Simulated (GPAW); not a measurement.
# MgB2 (P6/mmm) in GPAW: notebook

The runs below take MgB2 through band structure, hybrid scf, with LDA, r2SCANh, r2SCAN0+D3(BJ), GLLB-SC.

Everything below comes from runs of GPAW 26.7.0. Logs are shortened: lines on timing, memory, paths and dates and some standing lists are left out, and cuts for length are marked. The log counts tension as positive stress, the text compression.

### Step 1. Starting point

Symmetry: P6/mmm, No. 191, hexagonal system. The conventional cell has a = 3.085 Å, b = 3.085 Å, c = 3.523 Å, α = 90.00°, β = 90.00°, γ = 120.00°. Mg (site symmetry 6/mmm) has 12 B at 2.51 Å as nearest neighbours. B (site symmetry -6m2) is surrounded by 3 B at 1.78 Å.

### Step 2. Band structure, LDA

File run.py:

```python
from ase import Atoms
from ase.dft.bandgap import bandgap
from ase.io import write
from ase.units import GPa
from gpaw import GPAW, PW

atoms = Atoms(['Mg', 'B', 'B'],
              cell=[[3.085, 0.0, 0.0],
                    [-1.5425, 2.6716883707, 0.0],
                    [0.0, 0.0, 3.523]],
              scaled_positions=[[0.0, 0.0, 0.0],
                                [0.6666666667, 0.3333333333, 0.5],
                                [0.3333333333, 0.6666666667, 0.5]],
              pbc=True)

calc = GPAW(mode=PW(1600),
            xc='LDA',
            kpts={'size': (7, 7, 5), 'gamma': True},
            occupations={'name': 'fermi-dirac', 'width': 0.05},
            setups='hgh',
            nbands=-9,
            convergence={'density': 1e-05, 'energy': 1e-05},
            maxiter=150,
            txt='gpaw.txt')
atoms.calc = calc
energy = atoms.get_potential_energy()
forces = atoms.get_forces()
stress = atoms.get_stress()
calc.write('gs.gpw')
write('result.traj', atoms)
print(f'Energy: {energy:.6f} eV')
print('Forces (eV/A):')
print(forces.round(4))
print('Stress (GPa):', (stress / GPa).round(3))
print('Fermi level:', round(calc.get_fermi_level(), 4), 'eV')
print(f'Gap: {bandgap(calc)[0]:.4f} eV, direct: {bandgap(calc, direct=True)[0]:.4f} eV')

path = atoms.cell.bandpath('GMKGALHA,LM,KH', npoints=80, eps=1e-4)
bs_calc = calc.fixed_density(kpts=path, symmetry='off', nbands=-17,
                             convergence={'bands': 'CBM+6.0', 'eigenstates': 1e-6}, txt='bands.txt')
bs = bs_calc.band_structure()
bs.write('bs.json')
print(f'Gap on the path: {bandgap(bs_calc)[0]:.4f} eV')
```

Potentials or basis: HGH pseudopotentials, pw.

Launch:

```console
OMP_NUM_THREADS=1 python run.py
```

gpaw.txt:

```text
__  _  _
 | _ |_)|_||  |
 |__||  | ||/\| - 26.7.0

Input parameters:
  mode=PW(ecut=1600.0),
  convergence={'density': 1e-05, 'energy': 1e-05},
  kpts=MonkhorstPack(size=(7, 7, 5), gamma=True),
  maxiter=150,
  nbands=-9,
  occupations=Occupations(name='fermi-dirac', width=0.05),
  setups={'default': 'hgh'},
  xc=XC(name='LDA')

Diagonalizing LCAO Hamiltonian
Converting LCAO to pw mode

         B  B

       Mg

Atoms  # Å, Bohr magnetons
|   | symbol |         x |        y |        z |    initial magnetic moments |
|---|--------|-----------|----------|----------|-----------------------------|
| 0 |     Mg |  0.000000 | 0.000000 | 0.000000 | ( 0.0000,  0.0000,  0.0000) |
| 1 |      B |  1.542500 | 0.890563 | 1.761500 | ( 0.0000,  0.0000,  0.0000) |
| 2 |      B | -0.000000 | 1.781126 | 1.761500 | ( 0.0000,  0.0000,  0.0000) |

Unit cell  # Å
| periodic |         x |        y |        z |  lengths |     angles |
|----------|-----------|----------|----------|----------|------------|
|      yes |  3.085000 | 0.000000 | 0.000000 | 3.085000 |  90.000000 |
|      yes | -1.542500 | 2.671688 | 0.000000 | 3.085000 |  90.000000 |
|      yes |  0.000000 | 0.000000 | 3.523000 | 3.523000 | 120.000000 |

Number of symmetries: 24
Symmetry operations  # r_c * U_cc + t_c -> r_c
|    | kind |            matrix            |
|----|------|------------------------------|
|  0 |  σ   |  1, 1, 0,  0,-1, 0,  0, 0, 1 |
|  1 |  C2  |  1, 1, 0,  0,-1, 0,  0, 0,-1 |
|  2 |  C6  |  1, 1, 0, -1, 0, 0,  0, 0, 1 |
|  3 |  S6  |  1, 1, 0, -1, 0, 0,  0, 0,-1 |
|  4 |  E   |  1, 0, 0,  0, 1, 0,  0, 0, 1 |
|  5 |  σ   |  1, 0, 0,  0, 1, 0,  0, 0,-1 |
|  6 |  σ   |  1, 0, 0, -1,-1, 0,  0, 0, 1 |
|  7 |  C2  |  1, 0, 0, -1,-1, 0,  0, 0,-1 |
|  8 |  σ   |  0, 1, 0,  1, 0, 0,  0, 0, 1 |
|  9 |  C2  |  0, 1, 0,  1, 0, 0,  0, 0,-1 |
| 10 |  C3  |  0, 1, 0, -1,-1, 0,  0, 0, 1 |
| 11 |  S3  |  0, 1, 0, -1,-1, 0,  0, 0,-1 |
| 12 |  C6  |  0,-1, 0,  1, 1, 0,  0, 0, 1 |
| 13 |  S6  |  0,-1, 0,  1, 1, 0,  0, 0,-1 |
| 14 |  σ   |  0,-1, 0, -1, 0, 0,  0, 0, 1 |
| 15 |  C2  |  0,-1, 0, -1, 0, 0,  0, 0,-1 |
| 16 |  σ   | -1, 0, 0,  1, 1, 0,  0, 0, 1 |
| 17 |  C2  | -1, 0, 0,  1, 1, 0,  0, 0,-1 |
| 18 |  C2  | -1, 0, 0,  0,-1, 0,  0, 0, 1 |
| 19 |  i   | -1, 0, 0,  0,-1, 0,  0, 0,-1 |
| 20 |  C3  | -1,-1, 0,  1, 0, 0,  0, 0, 1 |
| 21 |  S3  | -1,-1, 0,  1, 0, 0,  0, 0,-1 |
| 22 |  σ   | -1,-1, 0,  0, 1, 0,  0, 0, 1 |
| 23 |  C2  | -1,-1, 0,  0, 1, 0,  0, 0,-1 |

BZ-sampling:
  Number of BZ points: 245
  Number of IBZ points: 24

  Monkhorst-Pack size: [7, 7, 5]
  Monkhorst-Pack shift: [0, 0, 0]

K-points  # in reciprocal-cell coordinates
|     |                                coordinates |     weight |
|-----|--------------------------------------------|------------|
|   0 | (  0.00000000,   0.00000000,   0.00000000) | 0.00408163 |
|   1 | (  0.00000000,   0.00000000,   0.20000000) | 0.00816327 |
|   2 | (  0.00000000,   0.00000000,   0.40000000) | 0.00816327 |
|   3 | (  0.14285714,   0.00000000,   0.00000000) | 0.02448980 |
|   4 | (  0.14285714,   0.00000000,   0.20000000) | 0.04897959 |
|   5 | (  0.14285714,   0.00000000,   0.40000000) | 0.04897959 |
|   6 | (  0.28571429,  -0.14285714,   0.00000000) | 0.02448980 |
|   7 | (  0.28571429,  -0.14285714,   0.20000000) | 0.04897959 |
|   8 | (  0.28571429,  -0.14285714,   0.40000000) | 0.04897959 |
|   9 | (  0.28571429,   0.00000000,   0.00000000) | 0.02448980 |
| ... |                                            |            |
|  23 | (  0.42857143,   0.42857143,   0.40000000) | 0.04897959 |

Plane wave coefficients: 4236
Cutoff: 1600.0 eV

Spin-components: 1 (collinear spins)
Bands:           13
Projectors:      7
Spin-degeneracy: 2
Datatype:        complex128

Parallelization:
  kpt:    1
  domain: 1
  band:   1

Density:
  Valence electrons: 8.0
  Components: 1
  Grid points: [30 30 35]
  Charge: 0.0  # |e|

Potential:
  Grid points: [30 30 35]

species:
  HGH setup for Mg
      Valence Z=2, rloc=0.65181
      Local part coeffs: -2.86430
      Projectors:
          l=0, rc=0.55648
          l=1, rc=0.67757
      Diagonal coefficients of nonlocal parts:
          l=0:  2.97096,  1.32994
          l=1:  1.04988

    LCAO basis set for Mg:
      Name: atompaw.sz
      This basis set was not loaded from a file
      Number of radial functions: 1
      Number of spherical harmonics: 1
        l=0, rc=8.9500 Bohr: 1s e=-0.172 f=2.000
      Number of RI-basis functions 0

  HGH setup for B
      Valence Z=3, rloc=0.43393
      Local part coeffs: -5.57864, 0.80425
      Projectors:
          l=0, rc=0.37384
          l=1, rc=0.36039
      Diagonal coefficients of nonlocal parts:
          l=0:  6.23393
          l=1:  0.00000

    LCAO basis set for B:
      Name: atompaw.sz
      This basis set was not loaded from a file
      Number of radial functions: 2
      Number of spherical harmonics: 4
        l=0, rc=8.9500 Bohr: 1s e=-0.344 f=2.000
        l=1, rc=8.9500 Bohr: 1p e=-0.135 f=1.000
      Number of RI-basis functions 0

Reference energy: 0.000000  # eV

eigensolver:
  PPCG
  Converge bands: occupied
  niter=2

density mixing:
  MSR1-Mixer
  Pratt-step length: 0.05
  Maximum mixing coefficient: 0.75
  Old densities: 10
  SVD Regularization: 0.005
  Good broyden scale: 1.0
  Trust region scale: 1.0
  Backstep threshold: 4.0
  History deletion threshold: 6.0
  Fourier metric: weight=20.0, sigma=0.015

occupation numbers:
  Fermi-Dirac:
    width: 0.0500  # eV

poisson solver:
  ecut: 12800.0  # eV

xc functional:
  name: None

convergence criteria:
- Maximum integral of absolute [dens]ity change: 1e-05 electrons / valence electron
- Maximum [total energy] change in last 3 cyles: 1e-05 eV / valence electron
- Maximum integral of absolute [eigenst]ate change: 4e-08 eV^2 / valence electron
maximum number of iterations: 150

SCF iterations
|iter     | |      energy | eigst |  dens |
|---------|-|-------------|-------|-------|
|iter:   1| | -181.858690 | +0.30 |       |
|iter:   2| | -181.561337 | -1.63 | -0.61 |
|iter:   3| | -180.214371 | -1.00 | -0.66 |
|iter:   4| | -180.209902 | -3.39 | -1.48 |
|iter:   5| | -180.210414 | -4.44 | -1.81 |
|iter:   6| | -180.210420 | -5.96 | -2.87 |
|iter:   7| | -180.210420c| -6.95 | -3.48 |
|iter:   8| | -180.210420c| -8.01c| -4.48 |
|iter:   9| | -180.210420c| -8.84c| -5.04c|

Converged in 9 steps
Energy contributions relative to reference atoms: (reference = 0.000000)

Energy contributions:
  Kinetic:         141.910477
  Coulomb:        -230.108726
  Zero:            -19.940447
  External:          0.000000
  Xc:              -72.068583
  Entropy:          -0.006284
  Spinorbit:         0.000000
  ----------------------------
  Free energy:    -180.213562
  Extrapolated:   -180.210420

dipole moment: (-1.542500, -2.671688, -3.523000)  # |e|*Ang

Fermi level: 5.478
Eigenvalues  # (at kpt = [0.000, 0.000, 0.000])
| band index |      eig [eV] | occ [0-2] |
|------------|---------------|-----------|
|          0 |        -6.690 |     2.000 |
|          1 |         2.689 |     2.000 |
|          2 |         5.952 |     0.000 |
|          3 |         5.952 |     0.000 |
|          4 |         7.309 |     0.000 |
|          5 |        11.861 |     0.000 |
|          6 |        11.861 |     0.000 |
|          7 |        13.830 |     0.000 |
|          8 |        15.439 |     0.000 |
|          9 |        18.146 |     0.000 |
|        ... |               |           |
|         12 |        23.909 |     0.000 |

No gap
No difference between direct/indirect transitions

Forces  # eV/Ang
|        x |       y |       z |
|----------|---------|---------|
|  0.00000 | 0.00000 | 0.00000 |  # Mg   0
|  0.00000 | 0.00000 | 0.00000 |  # B    1
| -0.00000 | 0.00000 | 0.00000 |  # B    2

Stress tensor  # eV/Ang^3
|        x |        y |        z |
|----------|----------|----------|
| 0.062170 | 0.000000 | 0.000000 |
| 0.000000 | 0.062170 | 0.000000 |
| 0.000000 | 0.000000 | 0.057189 |

# Writing to gs.gpw (mode='')
```

Wall time 72 s (1 thread of Arm Neoverse V1, shared host); peak memory 0.4 GiB.

Results:

- Free energy: -180.2136 eV
- Pressure: -9.7 GPa
- Band gap along the path: none (metal or under the smearing width)

Stress tensor (GPa, compression positive):
```
-9.96  0.00  0.00
 0.00 -9.96  0.00
 0.00  0.00 -9.16
```

Levels at the corners of the path, in eV from the Fermi level:
| point | band 1 | band 2 | band 3 | band 4 | band 5 | band 6 | band 7 |
| --- | --- | --- | --- | --- | --- | --- | --- |
| Γ | -12.17 | -2.79 | 0.47 | 0.47 | 1.83 | 6.38 | 6.38 |
| M | -8.28 | -7.63 | -2.05 | 0.40 | 3.20 | 4.10 | 5.45 |
| K | -7.02 | -7.02 | -5.72 | 1.97 | 1.97 | 6.30 | 6.30 |
| Γ | -12.17 | -2.79 | 0.47 | 0.47 | 1.83 | 6.38 | 6.38 |
| A | -10.88 | -7.27 | 0.83 | 0.83 | 6.77 | 6.77 | 8.04 |
| L | -7.26 | -6.73 | -3.41 | -1.75 | -1.15 | 5.90 | 8.70 |
| H | -6.10 | -6.10 | -5.05 | -1.84 | -1.84 | 3.55 | 11.57 |
| A | -10.88 | -7.27 | 0.83 | 0.83 | 6.77 | 6.77 | 8.04 |
| L | -7.26 | -6.73 | -3.41 | -1.75 | -1.15 | 5.90 | 8.70 |
| M | -8.28 | -7.63 | -2.05 | 0.40 | 3.20 | 4.10 | 5.45 |
| K | -7.02 | -7.02 | -5.72 | 1.97 | 1.97 | 6.30 | 6.30 |
| H | -6.10 | -6.10 | -5.05 | -1.84 | -1.84 | 3.55 | 11.57 |

Caveat: HGH potentials are hard and often keep d shells in the core, so these values are rough.

[end of part 1 of 3]
